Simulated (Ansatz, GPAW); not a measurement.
# A Pt chain with two P atoms in line: relaxation, then transmission at several levels

Wanted: T(E) of a Pt chain with two P atoms in line at a relaxed geometry in two programs, beside the unrelaxed structure.

Program: GPAW 26.7.0 and Ansatz 0.2.0. Level of theory: Ansatz plane waves; relaxation of the junction with the lead ends held, in the first sound run; inputs show where later runs differ. Results are calculated unless marked as measured.

## (1) The structure

The cell holds 18 atoms: 16 Pt and 2 P. Its edges and angles: a = 9.000 Å, b = 9.000 Å, c = 42.464 Å, α = 90.0°, β = 90.0°, γ = 90.0°. Regions: left lead, 8 atoms (8 Pt); channel, 2 atoms (2 P); right lead, 8 atoms (8 Pt). Vacuum lies along a and b. The structure is stacked along c, and the current runs across the ab planes.

## (2) Relaxing the atoms

Transmission follows bond lengths closely, so the atoms between the held lead ends are relaxed first, from a slightly shaken start that lets symmetry break.

The input, input.yaml:

```yaml
crystal:
  lattice:
    - [9.0, 0.0, 0.0]
    - [0.0, 9.0, 0.0]
    - [0.0, 0.0, 42.4638]
  atoms:
    - { symbol: Pt, position: [0.5, 0.5, 0.0282593644] }
    - { symbol: Pt, position: [0.5, 0.5, 0.0847780933] }
    - { symbol: Pt, position: [0.5, 0.5, 0.1412968222] }
    - { symbol: Pt, position: [0.5, 0.5, 0.1978155511] }
    - { symbol: Pt, position: [0.5, 0.5, 0.25433428] }
    - { symbol: Pt, position: [0.5, 0.5, 0.3108530089] }
    - { symbol: Pt, position: [0.4985588666, 0.4962330108, 0.3678477976] }
    - { symbol: Pt, position: [0.4963072847, 0.5067130519, 0.4245433372] }
    - { symbol: P, position: [0.4988024569, 0.5019017191, 0.4771181023] }
    - { symbol: P, position: [0.5094465647, 0.4969224511, 0.5247729174] }
    - { symbol: Pt, position: [0.5017258021, 0.4990681632, 0.576881154] }
    - { symbol: Pt, position: [0.5016892477, 0.5035874695, 0.6322567229] }
    - { symbol: Pt, position: [0.5, 0.5, 0.6891469911] }
    - { symbol: Pt, position: [0.5, 0.5, 0.74566572] }
    - { symbol: Pt, position: [0.5, 0.5, 0.8021844489] }
    - { symbol: Pt, position: [0.5, 0.5, 0.8587031778] }
    - { symbol: Pt, position: [0.5, 0.5, 0.9152219067] }
    - { symbol: Pt, position: [0.5, 0.5, 0.9717406356] }
kpoints:
  mp_grid: { grid: [1, 1, 2] }
hamiltonian:
  xc: pbe
scf:
  occupations: { method: fermi_dirac, width: 0.1 }
relax:
  f_tol: 0.03
  max_steps: 80
  constraints: [{ sites: [0, 1, 2, 3, 4, 5, 12, 13, 14, 15, 16, 17] }]
```

Launch:

```
$ ansatz run input.yaml --threads 4 --pin off --max-ram 8192MiB --backend cpu --events-out ev --progress --plain --runs-dir out
```

Numbers of over 12 decimals in the logs are rounded to 6 here.

Log:

```text
Engine: ansatz 0.2.0, aarch64-unknown-linux-gnu
Pseudopotentials: kind: paw
Pseudopotential: Pt, paw, valence charge 18, recommended cutoff 420 eV (normal), Pt.paw.azcp
Pseudopotential: P, paw, valence charge 5, recommended cutoff 420 eV (normal), P.paw.azcp
Functional definition: PBE
  parameter kappa = 0.804
  parameter beta = 0.066725
  exchange = pbe_x(kappa = kappa, mu = beta*pi^2/3)
  correlation = pbe_c(beta = beta)
Crystal: 18 atoms, lattice volume = 3439.568 Å³
Basis set: ecut = 420 eV, 67217 PW (Γ), exchange–correlation on 128×128×576 points (8 copies of the dense FFT grid, shifted against one another)
Bands: 179, of which v1, the nominal top of the filled ones, is band 149 counted from 1 (148 counted from 0)
Symmetry: 1 space group operations
Space group: P1 (ITA 1), of the structure as read, at distance tolerance 1.5e-4 Å
k-points: 2
Non-local potential: Pt, projectors of the file, l = 0: 3, l = 1: 2, l = 2: 2, l = 3: 1
Non-local potential: P, projectors of the file, l = 0: 2, l = 1: 2, l = 2: 2
PAW form: soft (Blöchl's): semilocal exchange-correlation on the pseudo side does not see the compensation charge
PAW one-centre angular grid: Pt, 590 points (default); XC on 64 Gauss nodes
PAW one-centre angular grid: P, 110 points (default); XC on 64 Gauss nodes
Initial density: superposition of atomic densities (neutral atoms: chi_scale 0, normalization atom), corrected by the library's trained network
Initial wavefunctions: pseudopotential atomic-orbital guess
Functional: x = pbe(κ = 0.804, μ = 0.219515), c = pbe(β = 0.066725)
SCF iter   1: F=—  HF=-201837.441965 eV  |F-HF|=—  |Δ(HF+E_count)|=         —  Δρ=5.70e-3  dr2=3.94e0  ethr=1.77e-3  ⟨swp⟩=8.5  Hψ=1670  notcnv=0  defer=7
preconditioner: auto → LDOS  [metal: Δε(μ)=0.104 eV  Ē_g=4.676 eV  σ=0.100 eV  W_gap=0.25  n_scr=364 (ndim 8)  ℏωp=8.3 eV  f_vac=0.771  D(μ)=28.04/eV (n_scr^D=104)  β→1.0]
SCF iter   2: F=—  HF=-201837.352840 eV  |F-HF|=—  |Δ(HF+E_count)|=   8.91e-2  Δρ=2.40e-3  dr2=2.53e-1  ethr=1.32e-3  ⟨swp⟩=2.0  Hψ=627  notcnv=0  defer=13
SCF iter   3: F=—  HF=-201837.359967 eV  |F-HF|=—  |Δ(HF+E_count)|=   7.13e-3  Δρ=1.45e-3  dr2=1.74e-1  ethr=8.50e-5  ⟨swp⟩=3.0  Hψ=806  notcnv=0  defer=13
SCF iter   4: F=—  HF=-201837.330734 eV  |F-HF|=—  |Δ(HF+E_count)|=   2.92e-2  Δρ=5.24e-4  dr2=2.12e-2  ethr=5.84e-5  ⟨swp⟩=2.0  Hψ=514  notcnv=0  defer=13
SCF iter   5: F=—  HF=-201837.329955 eV  |F-HF|=—  |Δ(HF+E_count)|=   7.79e-4  Δρ=1.55e-4  dr2=2.09e-3  ethr=7.11e-6  ⟨swp⟩=2.0  Hψ=536  notcnv=0  defer=13
SCF iter   6: F=—  HF=-201837.329780 eV  |F-HF|=—  |Δ(HF+E_count)|=   1.75e-4  Δρ=4.30e-5  dr2=2.12e-4  ethr=7.01e-7  ⟨swp⟩=2.0  Hψ=526  notcnv=0  defer=13
SCF iter   7: F=-201837.329834 eV  HF=-201837.329830 eV  |F-HF|=3.93e-6  |Δ(HF+E_count)|=   5.00e-5  Δρ=1.72e-5  dr2=2.22e-5  ethr=7.55e-9  ⟨swp⟩=4.0  Hψ=1580  notcnv=0
SCF 1 converged in 7 iterations: F = -201837.329834 eV  dr2 = 2.22e-5
  greatest PAW one-centre occupation: 1.000 electrons in one spin orbital (limit 2), on the Pt atom at site 11 (counted from 0), in its partial waves of l = 0
relax step   1: F+E_penalty+E_count = -201837.32983369 eV  Δ(F+E_penalty+E_count) = +0.000e0 eV  max|allowed force component| = 1.661e0 eV/Å  Δτ_max = 0.0000 Å  (7 SCF iters, dr2 threshold 2.25e-5 eV, accepted)
Initial density: handed on by an earlier stage of this run
Initial wavefunctions: those handed on with the density
iter 1 solved again at ethr=2.26e-4 eV; its pass at ethr=3.10e-3 eV (dr2=6.73e-1 eV) is discarded
SCF iter   1: F=—  HF=-201837.534491 eV  |F-HF|=—  |Δ(HF+E_count)|=         —  Δρ=3.05e-3  dr2=8.17e-1  ethr=2.26e-4  ⟨swp⟩=2.0  Hψ=1296  notcnv=0  defer=13
eigensolver tolerance schedule calibrated: the retry pair's looser diagonalisation under-reported the residual by θ = 0.18 (0.16/decade); ethr = c·dr2/N_el runs at the constant in force after the calibration composes with the one it found (an armed cap, an earlier calibration), c = 4.2e-2
preconditioner: auto → LDOS  [metal: Δε(μ)=0.049 eV  Ē_g=4.637 eV  σ=0.100 eV  W_gap=0.12  n_scr=364 (ndim 8)  ℏωp=8.3 eV  f_vac=0.776  D(μ)=28.96/eV (n_scr^D=112)  β→1.0]
SCF iter   2: F=—  HF=-201837.502270 eV  |F-HF|=—  |Δ(HF+E_count)|=   3.22e-2  Δρ=1.62e-3  dr2=1.45e-1  ethr=1.14e-4  ⟨swp⟩=2.0  Hψ=659  notcnv=0  defer=13
SCF iter   3: F=—  HF=-201837.487238 eV  |F-HF|=—  |Δ(HF+E_count)|=   1.50e-2  Δρ=6.27e-4  dr2=2.78e-2  ethr=2.03e-5  ⟨swp⟩=3.0  Hψ=760  notcnv=0  defer=13
SCF iter   4: F=—  HF=-201837.481727 eV  |F-HF|=—  |Δ(HF+E_count)|=   5.51e-3  Δρ=1.55e-4  dr2=2.56e-3  ethr=3.89e-6  ⟨swp⟩=3.0  Hψ=686  notcnv=0  defer=13
SCF iter   5: F=—  HF=-201837.481765 eV  |F-HF|=—  |Δ(HF+E_count)|=   3.74e-5  Δρ=6.33e-5  dr2=3.72e-4  ethr=3.57e-7  ⟨swp⟩=2.0  Hψ=527  notcnv=0  defer=13
SCF iter   6: F=-201837.481810 eV  HF=-201837.481826 eV  |F-HF|=1.56e-5  |Δ(HF+E_count)|=   6.09e-5  Δρ=2.65e-5  dr2=4.83e-5  ethr=1.40e-8  ⟨swp⟩=3.0  Hψ=1356  notcnv=0
SCF 2 converged in 6 iterations: F = -201837.481810 eV  dr2 = 4.83e-5
  greatest PAW one-centre occupation: 1.000 electrons in one spin orbital (limit 2), on the Pt atom at site 6 (counted from 0), in its partial waves of l = 0
relax step   2: F+E_penalty+E_count = -201837.48180998 eV  Δ(F+E_penalty+E_count) = -1.520e-1 eV  max|allowed force component| = 3.006e-1 eV/Å  Δτ_max = 0.0953 Å  (6 SCF iters, dr2 threshold 1.00e-4 eV, accepted)
iter 1 solved again at ethr=8.94e-5 eV; its pass at ethr=3.10e-3 eV (dr2=2.67e-1 eV) is discarded
SCF iter   1: F=—  HF=-201837.626636 eV  |F-HF|=—  |Δ(HF+E_count)|=         —  Δρ=2.84e-3  dr2=3.46e-1  ethr=8.94e-5  ⟨swp⟩=2.0  Hψ=1274  notcnv=0  defer=13
eigensolver tolerance schedule calibrated: the retry pair's looser diagonalisation under-reported the residual by θ = 0.23 (0.15/decade); ethr = c·dr2/N_el runs at the constant in force after the calibration composes with the one it found (an armed cap, an earlier calibration), c = 4.5e-2
preconditioner: auto → LDOS  [metal: Δε(μ)=0.037 eV  Ē_g=4.627 eV  σ=0.100 eV  W_gap=0.09  n_scr=364 (ndim 8)  ℏωp=8.3 eV  f_vac=0.776  D(μ)=29.63/eV (n_scr^D=112)  β→1.0]
SCF iter   2: F=—  HF=-201837.604900 eV  |F-HF|=—  |Δ(HF+E_count)|=   2.17e-2  Δρ=1.73e-3  dr2=1.59e-1  ethr=5.22e-5  ⟨swp⟩=3.0  Hψ=831  notcnv=0  defer=13
SCF iter   3: F=—  HF=-201837.562593 eV  |F-HF|=—  |Δ(HF+E_count)|=   4.23e-2  Δρ=3.16e-4  dr2=7.11e-3  ethr=2.39e-5  ⟨swp⟩=2.5  Hψ=656  notcnv=0  defer=13
SCF iter   4: F=—  HF=-201837.563574 eV  |F-HF|=—  |Δ(HF+E_count)|=   9.81e-4  Δρ=1.06e-4  dr2=1.13e-3  ethr=1.07e-6  ⟨swp⟩=3.0  Hψ=787  notcnv=0  defer=13
SCF iter   5: F=—  HF=-201837.563491 eV  |F-HF|=—  |Δ(HF+E_count)|=   8.28e-5  Δρ=4.47e-5  dr2=2.33e-4  ethr=1.70e-7  ⟨swp⟩=2.5  Hψ=735  notcnv=0  defer=13
SCF iter   6: F=—  HF=-201837.563540 eV  |F-HF|=—  |Δ(HF+E_count)|=   4.82e-5  Δρ=1.86e-5  dr2=2.32e-5  ethr=3.52e-8  ⟨swp⟩=2.0  Hψ=522  notcnv=0  defer=13
SCF iter   7: F=-201837.563545 eV  HF=-201837.563547 eV  |F-HF|=2.65e-6  |Δ(HF+E_count)|=   7.84e-6  Δρ=7.36e-6  dr2=4.33e-6  ethr=8.51e-10  ⟨swp⟩=5.0  Hψ=1277  notcnv=0
SCF 3 converged in 7 iterations: F = -201837.563545 eV  dr2 = 4.33e-6
relax step   3: F+E_penalty+E_count = -201837.56354476 eV  Δ(F+E_penalty+E_count) = -8.173e-2 eV  max|allowed force component| = 2.607e-1 eV/Å  Δτ_max = 0.1953 Å  (7 SCF iters, dr2 threshold 5.65e-6 eV, accepted)
[...]
relax step   4: F+E_penalty+E_count = -201837.66039827 eV  Δ(F+E_penalty+E_count) = -9.685e-2 eV  max|allowed force component| = 2.416e-1 eV/Å  Δτ_max = 0.2000 Å  (8 SCF iters, dr2 threshold 4.25e-6 eV, accepted)
[...]
relax step   5: F+E_penalty+E_count = -201837.70814518 eV  Δ(F+E_penalty+E_count) = -4.775e-2 eV  max|allowed force component| = 3.388e-1 eV/Å  Δτ_max = 0.2000 Å  (7 SCF iters, dr2 threshold 4.39e-5 eV, accepted)
[...]
relax step   6: F+E_penalty+E_count = -201837.71337690 eV  Δ(F+E_penalty+E_count) = -5.232e-3 eV  max|allowed force component| = 1.380e-1 eV/Å  Δτ_max = 0.1414 Å  (6 SCF iters, dr2 threshold 9.86e-5 eV, accepted)
[...]
relax step   7: F+E_penalty+E_count = -201837.72736410 eV  Δ(F+E_penalty+E_count) = -1.399e-2 eV  max|allowed force component| = 1.405e-1 eV/Å  Δτ_max = 0.1012 Å  (8 SCF iters, dr2 threshold 3.16e-6 eV, accepted)
[...]
relax step   8: F+E_penalty+E_count = -201837.72701178 eV  Δ(F+E_penalty+E_count) = +3.523e-4 eV  max|allowed force component| = 8.613e-2 eV/Å  Δτ_max = 0.0577 Å  (7 SCF iters, dr2 threshold 3.28e-6 eV, rejected (line search))
SCF iter   1: F=—  HF=-201837.731236 eV  |F-HF|=—  |Δ(HF+E_count)|=         —  Δρ=8.75e-4  dr2=4.67e-2  ethr=1.21e-4  ⟨swp⟩=3.0  Hψ=660  notcnv=0  defer=19
preconditioner: auto → LDOS  [metal: Δε(μ)=0.032 eV  Ē_g=4.574 eV  σ=0.100 eV  W_gap=0.08  n_scr=364 (ndim 8)  ℏωp=8.3 eV  f_vac=0.775  D(μ)=32.18/eV (n_scr^D=120)  β→1.0]
SCF iter   2: F=—  HF=-201837.728773 eV  |F-HF|=—  |Δ(HF+E_count)|=   2.46e-3  Δρ=4.10e-4  dr2=9.89e-3  ethr=1.57e-5  ⟨swp⟩=2.0  Hψ=656  notcnv=0  defer=19
SCF iter   3: F=—  HF=-201837.727201 eV  |F-HF|=—  |Δ(HF+E_count)|=   1.57e-3  Δρ=1.66e-4  dr2=2.36e-3  ethr=3.32e-6  ⟨swp⟩=3.0  Hψ=717  notcnv=0  defer=19
SCF iter   4: F=—  HF=-201837.726930 eV  |F-HF|=—  |Δ(HF+E_count)|=   2.70e-4  Δρ=6.09e-5  dr2=3.38e-4  ethr=7.92e-7  ⟨swp⟩=2.0  Hψ=534  notcnv=0  defer=19
SCF iter   5: F=—  HF=-201837.726916 eV  |F-HF|=—  |Δ(HF+E_count)|=   1.40e-5  Δρ=2.29e-5  dr2=4.45e-5  ethr=1.14e-7  ⟨swp⟩=2.0  Hψ=537  notcnv=0  defer=19
SCF iter   6: F=—  HF=-201837.728657 eV  |F-HF|=—  |Δ(HF+E_count)|=   1.74e-3  Δρ=1.12e-5  dr2=9.99e-6  ethr=1.49e-8  ⟨swp⟩=2.0  Hψ=515  notcnv=0  defer=19
SCF iter   7: F=—  HF=-201837.728658 eV  |F-HF|=—  |Δ(HF+E_count)|=   4.37e-7  Δρ=4.77e-6  dr2=2.09e-6  ethr=3.35e-9  ⟨swp⟩=2.0  Hψ=349  notcnv=0  defer=19
SCF iter   8: F=—  HF=-201837.728658 eV  |F-HF|=—  |Δ(HF+E_count)|=   1.32e-7  Δρ=1.47e-6  dr2=1.49e-7  ethr=7.00e-10  ⟨swp⟩=2.0  Hψ=469  notcnv=0  defer=19
SCF iter   9: F=-201837.728658 eV  HF=-201837.728658 eV  |F-HF|=2.07e-8  |Δ(HF+E_count)|=   5.47e-8  Δρ=6.34e-7  dr2=2.84e-8  ethr=3.36e-11  ⟨swp⟩=4.0  Hψ=1133  notcnv=0
SCF 9 converged in 9 iterations: F = -201837.728658 eV  dr2 = 2.84e-8
relax step   9: F+E_penalty+E_count = -201837.72865788 eV  Δ(F+E_penalty+E_count) = -1.294e-3 eV  max|allowed force component| = 1.496e-2 eV/Å  Δτ_max = 0.0284 Å  (9 SCF iters, accepted)
SCF converged after 9 iterations
Free energy (F): -201837.728658 eV
Harris-Foulkes:  -201837.728658 eV  (|F-HF|=2.07e-8)
Internal energy: -201836.638181 eV  (E = F + TS)
E sigma→0 (E₀):  -201837.183420 eV
Entropy (-TS):   -1.090477 eV (-60.582 meV/atom)
Fermi energy:    -3.951201 eV
--- Per-component energies (eV) ---
  E_band       = -9555.312396
  E_kinetic    = 10307.441099
  E_local      = -98888.785364  (includes V_loc(G=0)·N_el)
  E_nonlocal   = 3297.895495
  E_hartree    = 42643.380034
  E_xc         = -4256.785750
  E_vxc        = -4887.715887  (∫ρ·V_xc dr)
  E_paw        = -152421.470237  (= ΣΔE_a)
  E_vpaw       = -4670.909543  (= ΣTr[D̂ρ^β])
  E_aug_tail   = 0.003113  (compensation charges beyond the density's cutoff)
  E_ewald      = -2518.316570
  E_smearing   = -1.090477  (= −TS)
  E_closure    = -0.000000  (closes the sum)
  Σ components = -201837.728658   (vs F -201837.728658, Δ=0.00e0)
--- Forces (eV/Å), atoms counted from 1 ---
  atom   1  Pt    -0.00626854     0.00239968    -0.00708508
  atom   2  Pt    -0.00249812    -0.00792843    -0.04957890
  atom   3  Pt     0.01407708    -0.01442407     0.02428049
  atom   4  Pt     0.00055569    -0.00484466     0.10926467
  atom   5  Pt     0.00798432     0.00168404     0.14296138
  atom   6  Pt    -0.01364342     0.02289228     0.48133190
  atom   7  Pt     0.00075749     0.00699564    -0.00447997
  atom   8  Pt    -0.00019101    -0.00461474    -0.00131286
  atom   9  P      0.00008241     0.00320537     0.01496188
  atom  10  P     -0.00380727    -0.00374322    -0.01402146
  atom  11  Pt     0.00420535     0.00525567    -0.00154671
  atom  12  Pt     0.00009716    -0.00495172     0.00603922
  atom  13  Pt    -0.02310036    -0.01411846    -0.48102397
  atom  14  Pt     0.00425587    -0.00632916    -0.14328346
  atom  15  Pt     0.00191883     0.00329956    -0.10910237
  atom  16  Pt     0.01945976     0.00606971    -0.02390377
  atom  17  Pt     0.00240024     0.00828462     0.04958417
  atom  18  Pt    -0.00631355     0.00084439     0.00693331
  max |Σ_I F_I| component: 2.81e-5 eV/Å
--- Relaxed structure (9 steps of the walk, 8 accepted, 0 SCFs on fresh bases) ---
  F+E_penalty+E_count = -201837.72865788 eV   max|allowed force component| = 1.496e-2 eV/Å
  atoms:
    - { symbol: Pt, position: [0.5, 0.5, 0.0282593644] }
    - { symbol: Pt, position: [0.5, 0.5, 0.0847780933] }
    - { symbol: Pt, position: [0.5, 0.5, 0.1412968222] }
    - { symbol: Pt, position: [0.5, 0.5, 0.197816] }
    - { symbol: Pt, position: [0.5, 0.5, 0.25433428] }
    - { symbol: Pt, position: [0.5, 0.5, 0.310853] }
    - { symbol: Pt, position: [0.531461, 0.447131, 0.367498] }
    - { symbol: Pt, position: [0.488580, 0.520514, 0.424777] }
    - { symbol: P, position: [0.498315, 0.491679, 0.476450] }
    - { symbol: P, position: [0.502712, 0.507577, 0.523510] }
    - { symbol: Pt, position: [0.479523, 0.487043, 0.575180] }
    - { symbol: Pt, position: [0.552394, 0.530423, 0.632459] }
    - { symbol: Pt, position: [0.5, 0.5, 0.689147] }
    - { symbol: Pt, position: [0.5, 0.5, 0.745666] }
    - { symbol: Pt, position: [0.5, 0.5, 0.8021844489] }
    - { symbol: Pt, position: [0.5, 0.5, 0.8587031778] }
    - { symbol: Pt, position: [0.5, 0.5, 0.915222] }
    - { symbol: Pt, position: [0.5, 0.5, 0.9717406356] }
```

It took 3 min on 4 threads of Arm Neoverse V1, shared host; peak memory 5.1 GiB.

The steps of the relaxation:

```tsv
step	energy less that of the first step (eV)	largest force component (eV/Å)
1	0.0000	1.6608
2	-0.1520	0.3006
3	-0.2337	0.2607
4	-0.3306	0.2416
5	-0.3783	0.3388
6	-0.3835	0.1380
7	-0.3975	0.1405
8	-0.3972	0.0861
9	-0.3988	0.0150
```

Relaxation step 8 was tried and not accepted.

The atoms that moved most (Å):

```tsv
atom	dx	dy	dz	length
Pt7	0.296	-0.442	-0.015	0.532
Pt12	0.456	0.242	0.009	0.516
Pt11	-0.200	-0.108	-0.072	0.238
Pt8	-0.070	0.124	0.010	0.143
P10	-0.061	0.096	-0.054	0.125
P9	-0.004	-0.092	-0.028	0.096
```

This step gave:

```
free energy         : -201837.7287 eV
smearing term TS    : 1.090 eV
symmetry operations : 1
```

The relaxation lowered the energy of the cell by 0.399 eV.

(Part 1 of 4 ends here.)

[Logs are printed without paths, hosts, clocks, repeated set-up lines and the standing remarks that a program may print on its own settings, such as how far it seeks lower states.]

[Hosts, paths, dates, database ids (printed as entryN), source tags and the programs' standing remarks are cut or masked in the printed files.]
